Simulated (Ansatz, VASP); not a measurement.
**MgO: VASP beside Ansatz**

The input INCAR:

```
SYSTEM = MgO
PREC = Accurate
ENCUT = 520
EDIFF = 1E-6
ISMEAR = 0
SIGMA = 0.05
LREAL = .FALSE.
LASPH = .TRUE.
NELM = 100
ALGO = Fast
ISIF = 2
LWAVE = .FALSE.
LCHARG = .FALSE.
GGA = PS
NBANDS = 16
```

The input KPOINTS:

```
regular mesh
0
G
  9 9 6
  0 0 0
```

File POSCAR:

```
MgO
1.0
    3.3077869865      0.0000000000      0.0000000000
   -1.6538934933      2.8646275606      0.0000000000
    0.0000000000      0.0000000000      4.9828816700
Mg O
2 2
Direct
    0.3333333333      0.6666666667      0.0021597400
    0.6666666667      0.3333333333      0.5021597400
    0.5356477646      0.8147711095      0.2820280087
    0.6666666667      0.3333333333      0.9024402600
```

Input for Ansatz:

```yaml
crystal:
  lattice:
    - [3.3077869865, 0.0, 0.0]
    - [-1.6538934933, 2.8646275606, 0.0]
    - [0.0, 0.0, 4.98288167]
  atoms:
    - { symbol: Mg, position: [0.3333333333, 0.6666666667, 0.00215974] }
    - { symbol: Mg, position: [0.6666666667, 0.3333333333, 0.50215974] }
    - { symbol: O, position: [0.5356477646, 0.8147711095, 0.2820280087] }
    - { symbol: O, position: [0.6666666667, 0.3333333333, 0.90244026] }
basis:
  ecutwfc: 420
kpoints:
  mp_grid: { grid: [9, 9, 6] }
hamiltonian:
  xc: pbesol
scf:
  occupations: { method: gaussian, width: 0.05 }
output:
  forces: true
  stress: true
  eigenvalues: true
```

Alike in both runs: task single point; functional PBEsol; k mesh 9 × 9 × 6; occupations gaussian, width 0.05 eV; no spin polarisation.

|  | VASP | Ansatz |
| --- | --- | --- |
| version | VASP 6.6.1 | Ansatz 0.2.0 |
| potentials or method | VASP PAW PBE potentials, release 64 (Mg, O) | scalar-relativistic, plane waves, PAW |
| plane-wave cutoff (eV) | 520 | 420 |
| valence electrons in the cell | 16 | 32 |

```csv
,VASP,Ansatz,Ansatz less VASP
gap on the k mesh at the Fermi level (eV),2.25,2.25,+0.001
least direct gap on the mesh (eV),2.25,2.25,+0.001
pressure (GPa),24.1,23.1,-1.00
largest component of the traceless stress (GPa),36.36,34.76,-1.603
rms of the force components (eV/Å),5.872,5.618,-0.2538
```

Atom by atom the forces differ by 0.259 eV/Å (rms over components). The functional is the same, so the differences come from potentials, cutoffs and numerics. The two sets of potentials don't hold the same shells in valence.

Caveats: so large a pressure means that the cell lies far from this level's equilibrium, or that cutoff or potentials fall short (VASP); the potentials were made for another functional, which shifts forces and pressure (VASP); an odd mesh through Γ misses points on the zone boundary, where band edges often lie.
